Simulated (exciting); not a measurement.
A run of exciting (release sodium) is set up as follows.

The input input.xml:

```xml
<input>
  <title>Mo</title>
  <structure speciespath="./" tshift="false">
    <crystal scale="1">
      <basevect>-2.992965190616 2.992965190616 2.992965190616</basevect>
      <basevect>2.992965190616 -2.992965190616 2.992965190616</basevect>
      <basevect>2.992965190616 2.992965190616 -2.992965190616</basevect>
    </crystal>
    <species speciesfile="Mo.xml" rmt="2.3">
      <atom coord="0.000000000000 0.000000000000 0.000000000000"/>
    </species>
  </structure>
  <groundstate do="fromscratch" ngridk="12 12 12" rgkmax="9" gmaxvr="14" lmaxapw="10" lmaxmat="10" lmaxvr="8" xctype="GGA_PBE" stype="Gaussian" swidth="0.00066149" nempty="12" ValenceRelativity="iora*" epsengy="1e-05" epspot="1e-05" maxscl="60" tforce="true" outputlevel="low"/>
</input>
```

Potentials or basis: all-electron LAPW+lo, shipped species files, valence relativity iora*.

Launch:

```console
$ OMP_NUM_THREADS=1 exciting_smp
```

(1) What does it give for the band gap on the k mesh?

Results:

(1) none (metal or under the smearing width).
